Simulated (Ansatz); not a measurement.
# SiC: band gap under strain

Aim: follow the gap of SiC in the wurtzite structure through these states: no strain; +3.0 % strain along z alone; +5.0 % equal strain in all directions. The table at the end shows which levels were run.

The runs shown are made with Ansatz 0.2.0. PAW datasets, plane waves. The values are computed, spin-unpolarised, and not measurements.

### Step 1. The structure to begin with

The unstrained cell was relaxed with r2SCAN; in each strained cell the atoms were relaxed again with r2SCAN. Names of k-points are those of the unstrained zone, where strain can split equivalent points. First state: no strain.

The symmetry is P6_3mc (No. 186, hexagonal); a = 3.075 Å, c = 5.048 Å in the conventional setting, 10.34 Å³ an atom. Near Si stand 4 C at 1.88–1.90 Å; near C stand 4 Si at 1.88–1.90 Å.

As a file:

```cif
data_structure
_symmetry_space_group_name_H-M 'P6_3mc'
_symmetry_Int_Tables_number 186
_cell_length_a 3.0754
_cell_length_b 3.0754
_cell_length_c 5.0481
_cell_angle_alpha 90.000
_cell_angle_beta 90.000
_cell_angle_gamma 120.000
_cell_volume 41.35
loop_
_atom_site_label
_atom_site_type_symbol
_atom_site_symmetry_multiplicity
_atom_site_Wyckoff_symbol
_atom_site_fract_x
_atom_site_fract_y
_atom_site_fract_z
_atom_site_occupancy
Si1 Si 2 b 0.33333 0.66667 0.99959 1
C1 C 2 b 0.33333 0.66667 0.37541 1
```

### Step 2. No strain: PBE

The input, input.yaml:

```yaml
crystal:
  lattice:
    - [3.0753562455, 0.0, 0.0]
    - [-1.5376781227, 2.6633366343, 0.0]
    - [0.0, 0.0, 5.0481081005]
  atoms:
    - { symbol: Si, position: [0.3333333333, 0.6666666667, -0.0004084047] }
    - { symbol: Si, position: [0.6666666667, 0.3333333333, 0.4995915953] }
    - { symbol: C, position: [0.3333333333, 0.6666666667, 0.3754084047] }
    - { symbol: C, position: [0.6666666667, 0.3333333333, 0.8754084047] }
kpoints:
  mp_grid: { grid: [12, 12, 6] }
  band_path:
    path:
      - [0.0, 0.0, 0.0]
      - [0.5, 0.0, 0.0]
      - [0.3333333333, 0.3333333333, 0.0]
      - [0.0, 0.0, 0.5]
      - [0.5, 0.0, 0.5]
      - [0.3333333333, 0.3333333333, 0.5]
    npoints: 1
hamiltonian:
  xc: pbe
scf:
  occupations: { method: fermi_dirac, width: 0.02 }
  n_extra_bands: 5
output:
  forces: true
  stress: true
  eigenvalues: true
  write_density: true
  write_potential: true
  elf: true
  volumetric_format: npy
```

Started as:

```
> ansatz run input.yaml --threads 2 --pin off --max-ram 2211MiB --backend cpu --events-out ev --progress --plain --runs-dir out
```

Further steps of the session: No strain: r2SCAN; No strain: HSE06; +3.0 % strain along z alone: PBE; +3.0 % strain along z alone: r2SCAN; +3.0 % strain along z alone: HSE06; +5.0 % equal strain in all directions: PBE; +5.0 % equal strain in all directions: r2SCAN; +5.0 % equal strain in all directions: HSE06.

What does the calculation give?

As calculated:

Least gap in eV (negative: overlap), with the change from the unstrained cell in brackets:

| state | volume change (%) | PBE | r2SCAN | HSE06 |
| --- | --- | --- | --- | --- |
| no strain | +0.0 | 2.28 | 2.65 | 3.16 |
| +3.0 % strain along z alone | +3.0 | 2.14 (-0.14) | 2.50 (-0.15) | 3.02 (-0.14) |
| +5.0 % equal strain in all directions | +15.8 | 2.53 (+0.25) | 2.86 (+0.21) | 3.38 (+0.22) |

**Reading.** With HSE06, of the states in the table +5.0 % equal strain in all directions shifts the gap most, by +0.216 eV. PBE and HSE06 differ by 0.88 eV on the unstrained gap, and by at most 0.04 eV on its change: PBE follows the response to strain far better than the gap itself.
